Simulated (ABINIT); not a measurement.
# BP (F-43m): Bethe-Salpeter spectra with ABINIT, part 2 of 2

Wanted: excitons and ε₂ of BP (F-43m), with cost.

ABINIT 10.8.3; PBE and many-body steps on it, plane waves. Known limits of the many-body steps: not at the basis limit; bindings not settled in the k mesh.

So far. Step 9 (Dielectric constant by perturbation theory): The field response gives a mean ε∞ of 9.22, which the model screening below takes as its input. Step 11 (Empty states on the mesh, 8×8×8 mesh, 18 bands): On this mesh the gap is 1.296 eV.

## 13. Empty states on the mesh, 12×12×12 mesh, 18 bands

This step: DFT, PBE, plane waves, norm-conserving pseudopotentials.

run.abi

```
acell 3*1.0 Angstrom
rprim 
  0.000000000000 2.269000000000 2.269000000000
  2.269000000000 0.000000000000 2.269000000000
  2.269000000000 2.269000000000 0.000000000000
ntypat 2
znucl 5 15
natom 2
typat 1 2
xred 
  0.000000000000 0.000000000000 0.000000000000
  0.250000000000 0.250000000000 0.250000000000
pp_dirpath "pseudos"
pseudos "B.upf, P.upf"
ecut 34
ngkpt 12 12 12
nshiftk 1
shiftk 0.11 0.21 0.31
kptopt 3
chksymbreak 0
iscf -2
irdden 1
istwfk *1
nband 18
nbdbuf 4
tolwfr 1e-09
nstep 60
prtvol 0
indata_prefix "in"
outdata_prefix "out"
tmpdata_prefix "tmp"
```

On the command line:

```sh
OMP_NUM_THREADS=1 mpirun -n 4 abinit run.abi > log
```

It took 2.1 min on 4 MPI ranks of Intel Xeon Platinum 8488C (Sapphire Rapids), shared host; peak memory 1 GiB; 8.3 min of CPU time.

Numbers from this step:

```
gap                                                           : 1.271 eV
k of the valence top                                          : 0.0092, 0.0175, 0.0258
k of the conduction bottom                                    : 0.0092, -0.3992, -0.3908
least direct gap                                              : 3.412 eV
k points computed                                             : 1728
lowest point of the top converged band, above the valence top : 15.81 eV
```

On this mesh the gap is 1.271 eV.

## 14. Denser, shifted k mesh (12×12×12)

This step: Bethe-Salpeter equation on PBE with a scissors shift, plane waves, norm-conserving pseudopotentials.

Changes to run.abi since step 13:

```diff
@@ -20,10 +20,23 @@
 chksymbreak 0
-iscf -2
+istwfk *1
+occopt 1
+irdwfk 1
+optdriver 99
+bs_calctype 1
+mbpt_sciss 0.716 eV
+bs_loband 3
+nband 6
+bs_exchange_term 1
+bs_coulomb_term 21
+bs_coupling 0
+bs_algorithm 2
+bs_freq_mesh 0 10 0.1 eV
+zcut 0.15 eV
+ecuteps 3
+ecutwfn 17
+inclvkb 2
+mdf_epsinf 9.22
 irdden 1
-istwfk *1
-nband 18
-nbdbuf 4
-tolwfr 1e-09
-nstep 60
-prtvol 0
+bs_haydock_niter 300
+bs_haydock_tol -0.02 0
 indata_prefix "in"
```

It took 4.7 min on 4 MPI ranks; peak memory 2.4 GiB.

This step gave:

- direct gap of the transition levels: 4.128 eV
- transitions in the window: 6912
- Coulomb term of one mesh cell: 0.1293 eV

## 15. First band above the last

Changes to run.abi since step 14:

```diff
@@ -15,6 +15,6 @@
 ecut 34
-ngkpt 12 12 12
+ngkpt 6 6 6
 nshiftk 1
-shiftk 0.11 0.21 0.31
-kptopt 3
+shiftk 0 0 0
+kptopt 1
 chksymbreak 0
@@ -26,17 +26,14 @@
 mbpt_sciss 0.716 eV
-bs_loband 3
+bs_loband 7
 nband 6
 bs_exchange_term 1
-bs_coulomb_term 21
+bs_coulomb_term 11
 bs_coupling 0
-bs_algorithm 2
-bs_freq_mesh 0 10 0.1 eV
+bs_algorithm 1
+bs_freq_mesh 0 7 0.05 eV
 zcut 0.15 eV
-ecuteps 3
+ecuteps 4
 ecutwfn 17
 inclvkb 2
-mdf_epsinf 9.22
-irdden 1
-bs_haydock_niter 300
-bs_haydock_tol -0.02 0
+irdscr 1
 indata_prefix "in"
```

Wall time 2.1 s (4 MPI ranks); peak memory 0.08 GiB.

The run stopped with an error after 2.1 s.

The program's words: Wrong number of transitions: my_hsize= 0

The fault put into this input: a window without a filled band.

## 16. The runs together

Times are wall times on 4 MPI ranks of Intel Xeon Platinum 8488C (Sapphire Rapids), shared host, good to a factor of about two.

```csv
run,mesh,transitions,broadening (eV),direct gap (eV),lowest state (eV),binding (eV),mesh cell's term (eV),tallest peak (eV),height,time
excitons,6×6×6,1944,0.15,4.122,3.872,0.251,0.245,5.80,49.2,42 s
triplet (no exchange term),6×6×6,1944,0.15,4.122,3.864,0.259,0.245,-,-,45 s
beyond Tamm-Dancoff,6×6×6,1944,0.15,4.122,3.870,0.252,0.245,5.80,48.1,5.2 min
RPA with local fields (no direct term),6×6×6,1944,0.15,4.122,-,-,-,6.60,50.8,3.5 s
model screening,6×6×6,1944,0.15,4.122,-,-,0.259,5.80,50.6,21 s
"denser, shifted k mesh (8×8×8)",8×8×8,4608,0.15,4.134,-,-,0.194,5.90,41.2,1.7 min
"denser, shifted k mesh (12×12×12)",12×12×12,6912,0.15,4.128,-,-,0.129,6.10,37.3,4.7 min
```

## 17. Results

| Property | Result |
| --- | --- |
| excitons | lowest state 3.872 eV (not settled in the k mesh) |
| triplet (no exchange term) | lowest state 3.864 eV (not settled in the k mesh) |
| beyond Tamm-Dancoff | lowest state 3.870 eV (not settled in the k mesh) |
| RPA with local fields (no direct term) | tallest peak 6.6 eV |
| model screening | tallest peak 5.8 eV |
| denser, shifted k mesh (8×8×8) | tallest peak 5.9 eV |
| denser, shifted k mesh (12×12×12) | tallest peak 6.1 eV |

**Reading.** On the 6×6×6 mesh the lowest exciton lies at 3.872 eV, 0.251 eV below the direct gap; one cell of the mesh carries a screened Coulomb term of 0.24 eV, so this binding is not shown settled. The rigid shift leaves the direct gap −0.16 eV from the G0W0 value, so all exciton energies with it are off by about as much; bindings are little touched. Triplet (no exchange term), against «excitons (6×6×6)»: the lowest state moves by −0.008 eV (keys changed: bs_exchange_term and bs_freq_mesh). Triplets are dark. Beyond Tamm-Dancoff, against «excitons (6×6×6)»: the lowest state stays within 0.01 eV (keys changed: bs_coupling and bs_freq_mesh). RPA with local fields (no direct term), against «excitons (6×6×6)»: the tallest peak goes from 5.80 eV to 6.60 eV (keys changed: bs_coulomb_term, bs_algorithm, bs_haydock_niter and bs_haydock_tol). Model screening, against «excitons (6×6×6)»: the tallest peak stays (keys changed: bs_coulomb_term, bs_algorithm, irdscr, mdf_epsinf, irdden, bs_haydock_niter and bs_haydock_tol). Denser, shifted k mesh (8×8×8), against «model screening (6×6×6)»: the tallest peak goes from 5.80 eV to 5.90 eV (keys changed: ngkpt, shiftk, kptopt and ecuteps). Denser, shifted k mesh (12×12×12), against «denser, shifted k mesh (8×8×8)»: the tallest peak goes from 5.90 eV to 6.10 eV (keys changed: ngkpt, bs_loband, nband and the band window). For «beyond Tamm-Dancoff» the program prints the energy to 0.01 eV alone, so further digits and smaller shifts mean nothing. A rigid shift treats all transitions alike. In the G0W0 table the openings from the upper filled bands to the empty bands at the same k run from +0.87 to +0.95 eV (median +0.87), where the shift is +0.72 eV, so peaks stand off by such differences. Lines within a few meV of each other can be one level split by numerical noise, or distinct levels. Screening is static and electronic alone, and only transitions inside the band window count.

[Paths, hosts, dates, memory and timing lines, banners, echoed tables and standing remarks are left out of the program output.]

[Logs are printed without paths, hosts, clocks, repeated set-up lines and the standing remarks that a program may print on its own settings, such as how far it seeks lower states.]

[Runs of the session that timed out or met a known fault of the program may be left out.]

[Hosts, paths, dates, database ids (printed as entryN), source tags and the programs' standing remarks are cut or masked in the printed files.]

[G0W0 gaps are taken among the corrected bands and points alone; a level outside them can change the order at an edge.]

[Where Ansatz stands beside ABINIT at settings called matched, ABINIT's density can come from a denser mesh and the files from another edition; pairs whose starting gaps differed by over 0.03 eV were left out, so agreement reads better than it is.]
